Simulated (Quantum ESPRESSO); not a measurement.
# In2Se2, 1 layer, rectangular cell, stepped through strain along the second axis, part 2 of 7

What law, if any, do the results for In2Se2, 1 layer, rectangular cell follow against strain along the second axis?

Quantum ESPRESSO 7.5; plane-wave DFT, PBE, GBRV ultrasoft pseudopotentials.

So far. Step 2 (Relaxing cell and ions of the reference):  The last row is no step: it is a fresh SCF in the final cell with a new plane-wave basis, +1 meV from the row before.

### Step 3. Relaxing the ions, -4 %

The input, m0.relax.in:

```
&control
  prefix = 'm0.relax'
  outdir = './out'
  pseudo_dir = './pseudo'
  nstep = 40
  forc_conv_thr = 0.0003
  calculation = 'relax'
  tstress = .true.
/
&system
  ibrav = 0
  nat = 8
  ntyp = 2
  ecutwfc = 50
  ecutrho = 250
  occupations = 'smearing'
  smearing = 'fd'
  degauss = 0.002
/
&electrons
  conv_thr = 1e-09
  mixing_beta = 0.4
  electron_maxstep = 120
  mixing_mode = 'plain'
/
&ions
/
ATOMIC_SPECIES
  Se  78.9710  se_pbe_v1.uspp.F.UPF
  In  114.8180  in_pbe_v1.4.uspp.F.UPF
CELL_PARAMETERS angstrom
  4.08092491800000 0.00000000000000 0.00000000000000
  0.00000000000000 6.78517261248000 0.00000000000000
  0.00000000000000 0.00000000000000 20.14290946400000
ATOMIC_POSITIONS crystal
  Se  0.000000000000 0.333334341600 0.366558047100
  Se  0.500000000000 0.833334386500 0.366557955300
  In  0.000000000000 -0.000001105000 0.429924743200
  In  0.500000000000 0.499999043600 0.429924757800
  In  0.000000000000 -0.000001105000 0.570075256800
  In  0.500000000000 0.499999043600 0.570075242200
  Se  0.000000000000 0.333334341600 0.633441952900
  Se  0.500000000000 0.833334386500 0.633442044700
K_POINTS automatic
  8 4 1 0 0 0
```

Launch:

```console
OMP_NUM_THREADS=1 mpirun -n 4 pw.x -nk 2 -in m0.relax.in > m0.relax.out
```

Log:

```text
[banner, memory and clock lines left out]
Program PWSCF v.7.5 starts
[citation notice left out]

[...]
Message from routine setup:
[...]
bravais-lattice index     =            0
     lattice parameter (alat)  =       7.7118  a.u.
     unit-cell volume          =    3763.9020 (a.u.)^3
     number of atoms/cell      =            8
     number of atomic types    =            2
     number of electrons       =        76.00
     number of Kohn-Sham states=           46
     kinetic-energy cutoff     =      50.0000  Ry
     charge density cutoff     =     250.0000  Ry
     scf convergence threshold =      1.0E-09
     mixing beta               =       0.4000
     number of iterations used =            8  plain     mixing
     energy convergence thresh.=      1.0E-04
     force convergence thresh. =      3.0E-04
     Exchange-correlation=  SLA  PW   PBX  PBC
                           (   1   4   3   4   0   0   0)
     nstep                     =           40

[...]
PseudoPot. # 1 for Se read from file:
     ./pseudo/se_pbe_v1.uspp.F.UPF
     Pseudo is Ultrasoft + core correction, Zval =  6.0
     Generated by new atomic code, or converted to UPF format
     Using radial grid of  877 points,  6 beta functions with:
                l(1) =   0
                l(2) =   0
                l(3) =   1
                l(4) =   1
                l(5) =   2
                l(6) =   2
     Q(r) pseudized with  8 coefficients,  rinner =    1.300   1.300   1.300
                                                       1.300   1.300

     PseudoPot. # 2 for In read from file:
     ./pseudo/in_pbe_v1.4.uspp.F.UPF
     Pseudo is Ultrasoft + core correction, Zval = 13.0
     Generated by new atomic code, or converted to UPF format
     Using radial grid of  889 points,  6 beta functions with:
                l(1) =   0
                l(2) =   0
                l(3) =   1
                l(4) =   1
                l(5) =   2
                l(6) =   2
     Q(r) pseudized with  6 coefficients,  rinner =    1.400   1.400   1.400
                                                       1.400   1.400

     atomic species   valence    mass     pseudopotential
     Se                6.00    78.97100     Se( 1.00)
     In               13.00   114.81800     In( 1.00)

      4 Sym. Ops. (no inversion) found

[...]
number of k points=    15  Fermi-Dirac smearing, width (Ry)=  0.0020
[...]
Dense  grid:   251393 G-vectors     FFT dimensions: (  40,  72, 192)

     Smooth grid:   179853 G-vectors     FFT dimensions: (  36,  60, 180)

     Initial potential from superposition of free atoms

     starting charge      69.9997, renormalised to      76.0000

     negative rho (up, down):  9.486E-04 0.000E+00
     Starting wfcs are   52 randomized atomic wfcs

     per-process dynamical memory:   171.3 Mb

     Self-consistent Calculation

     iteration #  1     ecut=    50.00 Ry     beta= 0.40
     Davidson diagonalization with overlap
     ethr =  1.00E-02,  avg # of iterations =  3.1

     negative rho (up, down):  8.123E-04 0.000E+00

     total energy              =    -706.96337118 Ry
     estimated scf accuracy    <       7.99668558 Ry

     iteration #  2     ecut=    50.00 Ry     beta= 0.40
[...]
negative rho (up, down):  8.859E-04 0.000E+00

[...]
total energy              =    -708.58289354 Ry
     estimated scf accuracy    <       0.17491786 Ry

     iteration #  3     ecut=    50.00 Ry     beta= 0.40
[...]
negative rho (up, down):  9.676E-04 0.000E+00

[...]
total energy              =    -708.61788556 Ry
     estimated scf accuracy    <       0.09217664 Ry

     iteration #  4     ecut=    50.00 Ry     beta= 0.40
[...]
negative rho (up, down):  1.036E-03 0.000E+00

[...]
total energy              =    -708.62501647 Ry
     estimated scf accuracy    <       0.01479921 Ry

     iteration #  5     ecut=    50.00 Ry     beta= 0.40
[...]
negative rho (up, down):  1.061E-03 0.000E+00

[...]
total energy              =    -708.62627658 Ry
     estimated scf accuracy    <       0.00102108 Ry

     iteration #  6     ecut=    50.00 Ry     beta= 0.40
[...]
negative rho (up, down):  1.080E-03 0.000E+00

[...]
total energy              =    -708.62636459 Ry
     estimated scf accuracy    <       0.00013779 Ry

[...]
iteration #  9     ecut=    50.00 Ry     beta= 0.40
[...]
negative rho (up, down):  1.095E-03 0.000E+00

[...]
total energy              =    -708.62642567 Ry
     estimated scf accuracy    <       0.00000060 Ry

     iteration # 10     ecut=    50.00 Ry     beta= 0.40
[...]
negative rho (up, down):  1.097E-03 0.000E+00

[...]
total energy              =    -708.62642586 Ry
     estimated scf accuracy    <       0.00000007 Ry

     iteration # 11     ecut=    50.00 Ry     beta= 0.40
[...]
negative rho (up, down):  1.099E-03 0.000E+00

[...]
total energy              =    -708.62642589 Ry
     estimated scf accuracy    <       0.00000002 Ry

     iteration # 12     ecut=    50.00 Ry     beta= 0.40
[...]
negative rho (up, down):  1.101E-03 0.000E+00

[...]
End of self-consistent calculation

          k = 0.0000 0.0000 0.0000 ( 22501 PWs)   bands (ev):

   -15.3129 -15.2227 -15.1402 -15.0706 -14.9745 -14.9724 -14.9631 -14.9116
   -14.9049 -14.8999 -14.8809 -14.8769 -14.8180 -14.8064 -14.7838 -14.7294
   -14.7171 -14.7097 -14.6960 -14.5509 -13.7603 -13.6189 -12.4986 -12.4261
    -6.6727  -6.4695  -5.9940  -4.2276  -3.5890  -2.8773  -2.6945  -2.6761
    -2.0201  -1.6805  -1.6093  -1.5492  -1.4685  -1.2109   0.4948   1.0665
     1.1045   1.7021   3.0293   3.3645   3.8307   4.0023

          k = 0.0000 0.1504 0.0000 ( 22499 PWs)   bands (ev):

   -15.2814 -15.1899 -15.1448 -15.0740 -15.0274 -14.9727 -14.9676 -14.9621
   -14.9068 -14.8919 -14.8822 -14.8737 -14.8301 -14.8200 -14.7793 -14.7517
   -14.7168 -14.7113 -14.6491 -14.5638 -13.5861 -13.4558 -12.7106 -12.6252
    -6.4473  -6.3802  -5.6036  -4.2739  -3.7762  -2.7999  -2.7323  -2.5614
    -2.3605  -2.2339  -1.8967  -1.8022  -1.6049  -1.1339   1.1631   1.1900
     1.2823   2.3100   3.2488   3.5291   3.9893   4.0611

[...]
the Fermi energy is    -0.4297 ev

!    total energy              =    -708.62642589 Ry
     estimated scf accuracy    <          6.4E-10 Ry
     smearing contrib. (-TS)   =      -0.00000000 Ry
     internal energy E=F+TS    =    -708.62642589 Ry

     The total energy is F=E-TS. E is the sum of the following terms:
     one-electron contribution =   -2248.01180722 Ry
     hartree contribution      =    1154.62856523 Ry
     xc contribution           =    -270.01880435 Ry
     ewald contribution        =     654.77562045 Ry

     convergence has been achieved in  12 iterations

     negative rho (up, down):  1.101E-03 0.000E+00

     Forces acting on atoms (cartesian axes, Ry/au):

     atom    1 type  1   force =     0.00000000    0.00832409   -0.01214745
     atom    2 type  1   force =     0.00000000    0.00832410   -0.01214714
     atom    3 type  2   force =     0.00000000   -0.00832687    0.01268248
     atom    4 type  2   force =     0.00000000   -0.00832133    0.01268259
     atom    5 type  2   force =     0.00000000   -0.00832687   -0.01268248
     atom    6 type  2   force =     0.00000000   -0.00832133   -0.01268259
     atom    7 type  1   force =     0.00000000    0.00832409    0.01214745
     atom    8 type  1   force =     0.00000000    0.00832410    0.01214714

     Total force =     0.042284     Total SCF correction =     0.000175

     Computing stress (Cartesian axis) and pressure

     negative rho (up, down):  1.101E-03 0.000E+00
          total   stress  (Ry/bohr**3)                   (kbar)     P=        8.70
   0.00003497   0.00000000   0.00000000            5.14        0.00        0.00
   0.00000000   0.00011471   0.00000000            0.00       16.87        0.00
   0.00000000   0.00000000   0.00002784            0.00        0.00        4.10

     BFGS Geometry Optimization
     Energy error            =      1.8E-03 Ry
     Gradient error          =      1.3E-02 Ry/Bohr

     number of scf cycles    =   1
     number of bfgs steps    =   0

     energy             new  =    -708.6264258936 Ry

     new trust radius        =       0.0151717481 bohr
     new conv_thr            =       0.0000000010 Ry

ATOMIC_POSITIONS (crystal)
Se               0.0000000000        0.3339835397        0.3662389197
Se               0.5000000000        0.8339835851        0.3662388360
In               0.0000000000       -0.0006505193        0.4302579264
In               0.5000000000        0.4993500611        0.4302579438
In               0.0000000000       -0.0006505193        0.5697420736
In               0.5000000000        0.4993500611        0.5697420562
Se               0.0000000000        0.3339835397        0.6337610803
Se               0.5000000000        0.8339835851        0.6337611640

[...]
NEW-OLD atomic charge density approx. for the potential

     negative rho (up, down):  1.088E-03 0.000E+00

     per-process dynamical memory:   204.7 Mb

[...]
!    total energy              =    -708.62789504 Ry
[...]
Total force =     0.027558     Total SCF correction =     0.000152
[...]
number of bfgs steps    =   1
[...]
energy             new  =    -708.6278950400 Ry
[...]
new trust radius        =       0.0166889229 bohr
[...]
!    total energy              =    -708.62879885 Ry
[...]
Total force =     0.014336     Total SCF correction =     0.000039
[...]
number of bfgs steps    =   2
[...]
energy             new  =    -708.6287988475 Ry
[...]
new trust radius        =       0.0190358361 bohr
[...]
!    total energy              =    -708.62917503 Ry
[...]
Total force =     0.008347     Total SCF correction =     0.000020
[...]
number of bfgs steps    =   3
[...]
energy             new  =    -708.6291750295 Ry
[...]
new trust radius        =       0.0063970125 bohr
[...]
!    total energy              =    -708.62925543 Ry
[...]
Total force =     0.007514     Total SCF correction =     0.000003
[...]
number of bfgs steps    =   4
[...]
energy             new  =    -708.6292554311 Ry
[...]
new trust radius        =       0.0070367138 bohr
[...]
!    total energy              =    -708.62934522 Ry
[...]
Total force =     0.005794     Total SCF correction =     0.000005
[...]
number of bfgs steps    =   5
[...]
energy             new  =    -708.6293452182 Ry
[...]
new trust radius        =       0.0105550707 bohr
[...]
!    total energy              =    -708.62942814 Ry
[...]
Total force =     0.003928     Total SCF correction =     0.000007
[...]
number of bfgs steps    =   6
[...]
energy             new  =    -708.6294281393 Ry
[...]
new trust radius        =       0.0042391117 bohr
[...]
!    total energy              =    -708.62945051 Ry
[...]
Total force =     0.003578     Total SCF correction =     0.000004
[...]
number of bfgs steps    =   7
[...]
energy             new  =    -708.6294505083 Ry
[...]
new trust radius        =       0.0046630229 bohr
[...]
Self-consistent Calculation

     iteration #  1     ecut=    50.00 Ry     beta= 0.40
     Davidson diagonalization with overlap
     ethr =  1.00E-06,  avg # of iterations =  4.0

     Threshold (ethr) on eigenvalues was too large:
     Diagonalizing with lowered threshold

     Davidson diagonalization with overlap
     ethr =  6.20E-08,  avg # of iterations =  2.6

     negative rho (up, down):  1.118E-03 0.000E+00

     total energy              =    -708.62944593 Ry
     estimated scf accuracy    <       0.00006381 Ry

[...]
iteration #  6     ecut=    50.00 Ry     beta= 0.40
[...]
negative rho (up, down):
```

The job ended after 19 min (4 MPI ranks of Arm Neoverse V2, shared host; peak memory 1.6 GiB).

Step by step:

```csv
step,energy less that of the first step (eV),largest force (eV/Å)
1,0.0000,0.3901
2,-0.0200,0.2680
3,-0.0323,0.1573
4,-0.0374,0.0940
5,-0.0385,0.0910
6,-0.0397,0.0691
7,-0.0408,0.0378
8,-0.0412,0.0368
9,-0.0414,0.0285
10,-0.0417,0.0188
11,-0.0417,0.0082
12,-0.0417,0.0011
```

The atoms that moved most (Å):

```csv
atom,dx,dy,dz,length
Se8,0.000,0.018,0.041,0.045
Se2,0.000,0.018,-0.041,0.045
Se1,0.000,0.018,-0.041,0.045
Se7,0.000,0.018,0.041,0.045
In5,0.000,-0.018,-0.003,0.018
In3,0.000,-0.018,0.003,0.018
In4,0.000,-0.018,0.003,0.018
In6,0.000,-0.018,-0.003,0.018
```

The relaxation lowers the energy by 5 meV an atom.

Read from the output:

- free energy: -9641.3954 eV
- Fermi energy: -0.4449 eV

[end of part 2 of 7]

[Logs are printed without paths, hosts, clocks, repeated set-up lines and the standing remarks that a program may print on its own settings, such as how far it seeks lower states.]

[Hosts, paths, dates, database ids (printed as entryN), source tags and the programs' standing remarks are cut or masked in the printed files.]

[Maps of the electrostatic potential energy from Ansatz leave out the sawtooth potential of an applied field or a dipole correction, so their vacuum need not be flat; planar profiles and work functions include it.]
